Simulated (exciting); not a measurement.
The Cd L₃ edge of atom 1 in CdS (Greenockite), space group P6_3mc, with 4 S at 2.53 Å (tetrahedral, site symmetry 3m), was computed at 2 levels: exchange and screened direct term (singlet BSE) and independent particles. Common settings: exciting, all-electron LAPW+lo, PBE, 4×4×2 shifted k points, 35 conduction bands, |G+q| up to 3 bohr⁻¹ (2 in the exchange term), full RPA screening with nempty = 65, Lorentzian half width 1.25 eV.

Energy from the Kohn–Sham onset, core level to the lowest empty state found on the meshes used; all runs on one relative scale:

| E (eV) | run 1 | run 2 |
| --- | --- | --- |
| -9.0 | 0.04 | 0.06 |
| -8.5 | 0.05 | 0.06 |
| -8.0 | 0.05 | 0.07 |
| -7.5 | 0.05 | 0.07 |
| -7.0 | 0.06 | 0.08 |
| -6.5 | 0.06 | 0.09 |
| -6.0 | 0.07 | 0.09 |
| -5.5 | 0.07 | 0.10 |
| -5.0 | 0.08 | 0.11 |
| -4.5 | 0.08 | 0.13 |
| -4.0 | 0.09 | 0.14 |
| -3.5 | 0.10 | 0.16 |
| -3.0 | 0.11 | 0.19 |
| -2.5 | 0.12 | 0.22 |
| -2.0 | 0.14 | 0.26 |
| -1.5 | 0.16 | 0.32 |
| -1.0 | 0.18 | 0.40 |
| -0.5 | 0.22 | 0.52 |
| 0.0 | 0.26 | 0.69 |
| 0.5 | 0.32 | 0.87 |
| 1.0 | 0.41 | 1.06 |
| 1.5 | 0.54 | 1.27 |
| 2.0 | 0.69 | 1.46 |
| 2.5 | 0.86 | 1.63 |
| 3.0 | 1.01 | 1.78 |
| 3.5 | 1.15 | 1.86 |
| 4.0 | 1.31 | 1.85 |
| 4.5 | 1.43 | 1.80 |
| 5.0 | 1.48 | 1.80 |
| 5.5 | 1.49 | 1.80 |
| 6.0 | 1.51 | 1.79 |
| 6.5 | 1.51 | 1.80 |
| 7.0 | 1.50 | 1.85 |
| 7.5 | 1.51 | 1.95 |
| 8.0 | 1.57 | 2.01 |
| 8.5 | 1.66 | 2.00 |
| 9.0 | 1.72 | 2.00 |
| 9.5 | 1.73 | 2.08 |
| 10.0 | 1.79 | 2.19 |
| 10.5 | 1.91 | 2.18 |
| 11.0 | 1.99 | 2.09 |
| 11.5 | 1.98 | 2.03 |
| 12.0 | 1.97 | 2.01 |
| 12.5 | 1.98 | 1.98 |
| 13.0 | 2.00 | 1.93 |
| 13.5 | 1.98 | 1.86 |
| 14.0 | 1.94 | 1.81 |
| 14.5 | 1.88 | 1.79 |
| 15.0 | 1.85 | 1.78 |
| 15.5 | 1.83 | 1.81 |
| 16.0 | 1.85 | 1.88 |
| 16.5 | 1.90 | 1.94 |
| 17.0 | 1.97 | 2.01 |
| 17.5 | 2.05 | 2.07 |
| 18.0 | 2.15 | 2.12 |
| 18.5 | 2.27 | 2.16 |
| 19.0 | 2.40 | 2.16 |
| 19.5 | 2.51 | 2.12 |
| 20.0 | 2.60 | 2.05 |
| 20.5 | 2.66 | 1.95 |

The database entry behind the starting cell differs from later determinations by our own check (about 0.35 % long), so it need not match the best structure at ambient conditions.

Question: Which run is which, and why?

Run 1: independent particles; highest local maximum in the window at 13.0 eV. Run 2: exchange and screened direct term (singlet BSE); highest local maximum in the window at 10.2 eV. The attractive direct term pulls weight down: the curves pass 0.33 at 0.6 and -1.4 eV in the order of the runs. Fine structure above the first lines is partly noise of the 32-point mesh.

[Hosts, paths, dates, database ids (printed as entryN), source tags and the programs' standing remarks are cut or masked in the printed files.]
